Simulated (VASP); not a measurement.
Wanted: the native input for a VASP 6.6.1 run.

- Task: relaxation of cell and atoms
- Functional: PBE
- Potentials or basis: VASP PAW PBE potentials, release 64 (Be, Se)
- Cutoff: 600 eV
- k mesh: 6 × 6 × 6
- Occupations: methfessel-paxton, width 0.1 eV
- Spin: no spin polarisation
- Dipole correction: no
- Further INCAR settings: ALGO = Normal; EDIFF = 1e-06; IBRION = 2; EDIFFG = -0.01; NSW = 60; ISIF = 3

The structure of BeSe lies in POSCAR:

```
BeSe
1.0
    0.0000000000      2.5212260000      2.5212260000
    2.5212260000      0.0000000000      2.5212260000
    2.5212260000      2.5212260000      0.0000000000
Be Se
1 1
Direct
    0.0000000000      0.0000000000      0.0000000000
    0.2500000000      0.2500000000      0.2500000000
```

The cell was built by a generator and needn't be a form met in nature.

One way to write it, as run:

INCAR

```
  ALGO = Normal
  EDIFF = 1E-6
  EDIFFG = -0.01
  ENCUT = 600
  GGA = PE
  IBRION = 2
  ISIF = 3
  ISMEAR = 1
  LASPH = T
  LCHARG = F
  LREAL = F
  LWAVE = F
  NELM = 80
  NSW = 60
  PREC = Accurate
  SIGMA = 0.1
```

KPOINTS

```
k-points
0
Gamma
  6 6 6
```

Potentials or basis: VASP PAW PBE potentials, release 64 (Be, Se).

The run is started by

```bash
$ cat potpaw_PBE.64/Be/POTCAR potpaw_PBE.64/Se/POTCAR > POTCAR
$ mpirun -np 1 vasp_std > vasp.out
```

It gave:

The relaxed volume is 17.40 Å³/atom, the relaxed cell is a = 3.664 Å, b = 3.664 Å, c = 3.664 Å, α = 60.00°, β = 60.00°, γ = 60.00° and the space group after relaxing (to 0.05 Å) is F-43m (No. 216). The energy gained by relaxing is 29.1 meV/atom, the ionic steps are 3 and the pressure after relaxing is 0.0 GPa. The band gap on the k mesh is 2.67 eV, indirect (least direct gap 4.20 eV).

Wall time 11 s on 1 thread of Intel(R) Xeon(R) Platinum 8488C (Sapphire Rapids) (shared host), peak memory 0.15 GiB.
